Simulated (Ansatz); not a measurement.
**How far is this Al4As from the hull?**

All numbers below come from Ansatz 0.2.0, DFT PBE, scalar-relativistic, plane waves, PAW. All cells share a 420 eV cutoff and Γ-centred k meshes spaced at most about 0.3 Å⁻¹ (about 0.25 or finer for metals, 2π included). No spin polarisation.

Formation energies are uncorrected and refer to the elements' standard structures at the same level.

These are static total energies at zero pressure. The reference form of As is held partly by dispersion forces, which this level lacks.

The competitors are the elements and 1 reference phase of this chemical system (from databases or known types: AlAs), relaxed at the same level; other known phases may be missing.

The candidate was reached from: ordered vacancies on the anion sites of antifluorite.

```cif
data_structure
_symmetry_space_group_name_H-M 'P4/mmm'
_symmetry_Int_Tables_number 123
_cell_length_a 3.8860
_cell_length_b 3.8860
_cell_length_c 6.6948
_cell_angle_alpha 90.000
_cell_angle_beta 90.000
_cell_angle_gamma 90.000
_cell_volume 101.10
loop_
_atom_site_label
_atom_site_type_symbol
_atom_site_symmetry_multiplicity
_atom_site_Wyckoff_symbol
_atom_site_fract_x
_atom_site_fract_y
_atom_site_fract_z
_atom_site_occupancy
Al1 Al 4 i 0.50000 0.00000 0.29572 1
As1 As 1 a 0.00000 0.00000 0.00000 1
```

Task: Into what would it decompose?

Result: Its formation energy is 0.182 eV/atom. The lowest competing mixture at this composition is this:

```json
{"phase": "Al", "space group": "-", "source": "element", "share of atoms": "0.6000", "ΔE_f (eV/atom)": "0.000"}
{"phase": "AlAs", "space group": "F-43m (No. 216)", "source": "COD", "share of atoms": "0.4000", "ΔE_f (eV/atom)": "-0.487"}
```

The mixture lies at -0.195 eV/atom, and the candidate lies 0.38 eV/atom above it. The candidate matches no cell in the subsets of the Crystallography Open Database and the Materials Project at hand. A phase this far over the hull is unlikely to be made.
